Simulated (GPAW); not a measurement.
Wanted: an ASE script for a GPAW 26.7.0 run.

* Task: equation of state
* Functional: BP86
* Dispersion: D4
* Potentials or basis: PAW data sets generated in the run's folder for this functional
* Cutoff: 600 eV
* Basis: pw
* k mesh: 6 × 6 × 6
* Occupations: fermi-dirac, width 0.05 eV
* Spin: no spin polarisation
* Maxiter: 150
* Eos scales: [0.94, 0.96, 0.98, 1.0, 1.02, 1.04, 1.06]

The structure of HgSe lies in HgSe.cif:

```cif
data_HgSe
_cell_length_a 6.07800000
_cell_length_b 6.07800000
_cell_length_c 6.07800000
_cell_angle_alpha 90.00000000
_cell_angle_beta 90.00000000
_cell_angle_gamma 90.00000000
_space_group_name_H-M_alt 'F-43m'
_space_group_name_Hall 'F -4 2 3'
_space_group_IT_number 216
loop_
_space_group_symop_operation_xyz
'x,y,z'
'y,-x,-z'
'-x,-y,z'
'-y,x,-z'
'x,-y,-z'
'y,x,z'
'-x,y,-z'
'-y,-x,z'
'z,x,y'
'-z,y,-x'
'z,-x,-y'
'-z,-y,x'
'-z,x,-y'
'z,y,x'
'-z,-x,y'
'z,-y,-x'
'y,z,x'
'-x,-z,y'
'-y,z,-x'
'x,-z,-y'
'-y,-z,x'
'x,z,y'
'y,-z,-x'
'-x,z,-y'
'x,y+1/2,z+1/2'
'y,-x+1/2,-z+1/2'
'-x,-y+1/2,z+1/2'
'-y,x+1/2,-z+1/2'
'x,-y+1/2,-z+1/2'
'y,x+1/2,z+1/2'
'-x,y+1/2,-z+1/2'
'-y,-x+1/2,z+1/2'
'z,x+1/2,y+1/2'
'-z,y+1/2,-x+1/2'
'z,-x+1/2,-y+1/2'
'-z,-y+1/2,x+1/2'
'-z,x+1/2,-y+1/2'
'z,y+1/2,x+1/2'
'-z,-x+1/2,y+1/2'
'z,-y+1/2,-x+1/2'
'y,z+1/2,x+1/2'
'-x,-z+1/2,y+1/2'
'-y,z+1/2,-x+1/2'
'x,-z+1/2,-y+1/2'
'-y,-z+1/2,x+1/2'
'x,z+1/2,y+1/2'
'y,-z+1/2,-x+1/2'
'-x,z+1/2,-y+1/2'
'x+1/2,y,z+1/2'
'y+1/2,-x,-z+1/2'
'-x+1/2,-y,z+1/2'
'-y+1/2,x,-z+1/2'
'x+1/2,-y,-z+1/2'
'y+1/2,x,z+1/2'
'-x+1/2,y,-z+1/2'
'-y+1/2,-x,z+1/2'
'z+1/2,x,y+1/2'
'-z+1/2,y,-x+1/2'
'z+1/2,-x,-y+1/2'
'-z+1/2,-y,x+1/2'
'-z+1/2,x,-y+1/2'
'z+1/2,y,x+1/2'
'-z+1/2,-x,y+1/2'
'z+1/2,-y,-x+1/2'
'y+1/2,z,x+1/2'
'-x+1/2,-z,y+1/2'
'-y+1/2,z,-x+1/2'
'x+1/2,-z,-y+1/2'
'-y+1/2,-z,x+1/2'
'x+1/2,z,y+1/2'
'y+1/2,-z,-x+1/2'
'-x+1/2,z,-y+1/2'
'x+1/2,y+1/2,z'
'y+1/2,-x+1/2,-z'
'-x+1/2,-y+1/2,z'
'-y+1/2,x+1/2,-z'
'x+1/2,-y+1/2,-z'
'y+1/2,x+1/2,z'
'-x+1/2,y+1/2,-z'
'-y+1/2,-x+1/2,z'
'z+1/2,x+1/2,y'
'-z+1/2,y+1/2,-x'
'z+1/2,-x+1/2,-y'
'-z+1/2,-y+1/2,x'
'-z+1/2,x+1/2,-y'
'z+1/2,y+1/2,x'
'-z+1/2,-x+1/2,y'
'z+1/2,-y+1/2,-x'
'y+1/2,z+1/2,x'
'-x+1/2,-z+1/2,y'
'-y+1/2,z+1/2,-x'
'x+1/2,-z+1/2,-y'
'-y+1/2,-z+1/2,x'
'x+1/2,z+1/2,y'
'y+1/2,-z+1/2,-x'
'-x+1/2,z+1/2,-y'
loop_
_atom_site_label
_atom_site_type_symbol
_atom_site_symmetry_multiplicity
_atom_site_Wyckoff_symbol
_atom_site_fract_x
_atom_site_fract_y
_atom_site_fract_z
_atom_site_occupancy
Hg1 Hg 4 a 0.0000000000 0.0000000000 0.0000000000 1
Se1 Se 4 c 0.2500000000 0.2500000000 0.2500000000 1
```

One way to write it, as run:

run.py

```python
import spglib
from ase import Atoms
from ase.calculators.mixing import SumCalculator
from ase.eos import EquationOfState
from ase.io import Trajectory, read
from ase.units import GPa
from dftd4.ase import DFTD4
from gpaw import GPAW, PW, setup_paths

setup_paths.insert(0, '.')

atoms = read('HgSe.cif')
cell, positions, numbers = spglib.find_primitive(
    (atoms.cell[:], atoms.get_scaled_positions(), atoms.numbers), symprec=1e-4)
atoms = Atoms(numbers, cell=cell, scaled_positions=positions, pbc=True)

traj = Trajectory('eos.traj', 'w')
volumes, energies = [], []
for x in [0.94, 0.96, 0.98, 1.0, 1.02, 1.04, 1.06]:
    a = atoms.copy()
    a.set_cell(atoms.cell * x**(1 / 3), scale_atoms=True)
    calc = GPAW(mode=PW(600),
                xc='GGA_X_B88+GGA_C_P86',
                kpts={'size': (6, 6, 6), 'gamma': True},
                occupations={'name': 'fermi-dirac', 'width': 0.05},
                nbands=18,
                convergence={'density': 1e-05, 'energy': 1e-05},
                maxiter=150,
                txt=f'eos-{x:.2f}.txt')
    a.calc = SumCalculator([calc, DFTD4(method='bp')])
    energies.append(a.get_potential_energy())
    volumes.append(a.get_volume())
    p = -a.get_stress()[:3].mean() / GPa
    calc.write(f'eos-{x:.2f}.gpw')
    traj.write(a)
    print(f'{x:.2f} {volumes[-1]:10.4f} A^3 {energies[-1]:14.6f} eV {p:9.3f} GPa', flush=True)

v0, e0, B = EquationOfState(volumes, energies, eos='birchmurnaghan').fit()
print(f'V0 = {v0:.4f} A^3, E0 = {e0:.6f} eV, B0 = {B / GPa:.2f} GPa')
```

Potentials or basis: PAW data sets generated in the run's folder for this functional, pw.

Run with:

```bash
$ gpaw-setup -f GGA_X_B88+GGA_C_P86 Hg Se
$ OMP_NUM_THREADS=1 python run.py
```

Results of the run:

```
Equilibrium volume                      : 28.89 Å³/atom
Bulk modulus                            : 53 GPa
Pressure derivative of the bulk modulus : 5.0
```

Run time: 2.7 min on 1 thread of Intel(R) Xeon(R) Processor @ 2.50GHz (Skylake/Cascade Lake), on a shared host, peak memory 0.25 GiB.
